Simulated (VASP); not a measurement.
# BaTiO3: band structure with r2SCAN

The system is BaTiO3.

```
CELL_PARAMETERS angstrom
3.96658 0.00000 0.00000
0.00000 3.96658 0.00000
0.00000 0.00000 4.06565
ATOMIC_POSITIONS crystal
Ba 0.50000 0.50000 0.58219
Ti 0.00000 0.00000 0.09861
O 0.00000 0.50000 0.06385
O 0.50000 0.00000 0.06385
O 0.00000 0.00000 0.55150
```

The cell is a database's computed one.

```
Program                : VASP 6.6.1
Task                   : band structure
Functional             : r2SCAN
Potentials or basis    : VASP PAW PBE potentials, release 64 (Ba_sv, Ti_sv, O)
Cutoff                 : 520 eV
k mesh                 : 8 × 8 × 8
Occupations            : gaussian, width 0.02 eV
Spin                   : no spin polarisation
Further INCAR settings : ALGO = Normal; EDIFF = 1e-06
```

The pressure is 3.5 GPa and the largest force is 0.089 eV/Å. The band gap on the k mesh is 2.21 eV, indirect (least direct gap 2.64 eV). The band gap along the path is 2.21 eV, indirect (least direct gap 2.64 eV).

Forces on the atoms (eV/Å):
```
Ba   0.000  0.000 -0.027
Ti   0.000  0.000 -0.089
O    0.000  0.000  0.030
O    0.000  0.000  0.030
O    0.000  0.000  0.056
```

Stress tensor (GPa, compression positive):
```
3.57 0.00 0.00
0.00 3.57 0.00
0.00 0.00 3.42
```

Levels at the corners of the path, in eV from the valence-band top:
| point | band 17 | band 18 | band 19 | band 20 | band 21 | band 22 | band 23 | band 24 |
| --- | --- | --- | --- | --- | --- | --- | --- | --- |
| Γ | -1.28 | -0.56 | -0.43 | -0.43 | 2.21 | 2.58 | 2.58 | 4.40 |
| X | -1.93 | -1.74 | -1.25 | -1.09 | 2.70 | 3.94 | 4.00 | 4.46 |
| X | -1.93 | -1.74 | -1.25 | -1.09 | 2.70 | 3.94 | 4.00 | 4.46 |
| M | -1.94 | -1.07 | -1.07 | -0.08 | 4.03 | 4.03 | 4.43 | 4.95 |
| M | -1.94 | -1.07 | -1.07 | -0.08 | 4.03 | 4.03 | 4.43 | 4.95 |
| Γ | -1.28 | -0.56 | -0.43 | -0.43 | 2.21 | 2.58 | 2.58 | 4.40 |
| Γ | -1.28 | -0.56 | -0.43 | -0.43 | 2.21 | 2.58 | 2.58 | 4.40 |
| Z | -2.04 | -2.03 | -0.76 | -0.76 | 2.36 | 3.94 | 3.94 | 4.40 |
| Z | -2.04 | -2.03 | -0.76 | -0.76 | 2.36 | 3.94 | 3.94 | 4.40 |
| R | -1.84 | -1.04 | -0.99 | -0.33 | 3.95 | 3.97 | 4.33 | 5.30 |
| R | -1.84 | -1.04 | -0.99 | -0.33 | 3.95 | 3.97 | 4.33 | 5.30 |
| A | -2.54 | -0.25 | -0.25 | 0.00 | 4.58 | 4.58 | 4.64 | 7.03 |
| A | -2.54 | -0.25 | -0.25 | 0.00 | 4.58 | 4.58 | 4.64 | 7.03 |
| Z | -2.04 | -2.03 | -0.76 | -0.76 | 2.36 | 3.94 | 3.94 | 4.40 |
| X | -1.93 | -1.74 | -1.25 | -1.09 | 2.70 | 3.94 | 4.00 | 4.46 |
| R | -1.84 | -1.04 | -0.99 | -0.33 | 3.95 | 3.97 | 4.33 | 5.30 |
| M | -1.94 | -1.07 | -1.07 | -0.08 | 4.03 | 4.03 | 4.43 | 4.95 |
| A | -2.54 | -0.25 | -0.25 | 0.00 | 4.58 | 4.58 | 4.64 | 7.03 |

It took 9.1 min on 1 thread of Intel(R) Xeon(R) Platinum 8488C (Sapphire Rapids) (shared host), peak memory 0.31 GiB.

Caveat: the PAW data sets were made with another functional, which shifts forces and pressure a little; spin-orbit coupling is left out, which moves the levels of the heavy elements. r2SCAN opens gaps a little over a GGA but as a rule still falls short of measured ones.
